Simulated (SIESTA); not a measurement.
The system is PbS (Galena).

```
Pb S
1.0
     0.00000    2.96575    2.96575
     2.96575    0.00000    2.96575
     2.96575    2.96575    0.00000
Pb S
1 1
Cartesian
  0.0000 0.0000 0.0000
  2.9657 2.9657 2.9657
```

Base run:

* Program: SIESTA 5.4.2
* Functional: PBE
* Potentials or basis: PseudoDojo 0.4 standard (PBE files)
* Basis: SZ (energy shift 0.003 Ry)
* Grid cutoff: 500 Ry
* Energy shift: 0.003 Ry
* k mesh: 8 × 8 × 8
* Occupations: fermi-dirac, width 0.05 eV
* Spin: no spin polarisation

Its results: band gap on the k mesh 0.59 eV, direct; pressure 6.6 GPa.

Problem. After a change of settings the same cell gave: band gap on the k mesh 0.40 eV, direct; pressure 2.4 GPa. Which change was it?
A. basis from SZ (energy shift 0.003 Ry) to DZ (energy shift 0.003 Ry; two zetas on semicore shells)
B. basis from SZ (energy shift 0.003 Ry) to TZDP (energy shift 0.003 Ry; two zetas on semicore shells)
C. basis from SZ (energy shift 0.003 Ry) to SZP (energy shift 0.003 Ry)

Solution. B.

Caveats: spin-orbit coupling is left out, which as a rule narrows the gap of such compounds by several tenths of an eV; the basis of atomic orbitals isn't converged, which shifts pressures, moduli and gaps; the basis has no polarisation orbitals (some runs).
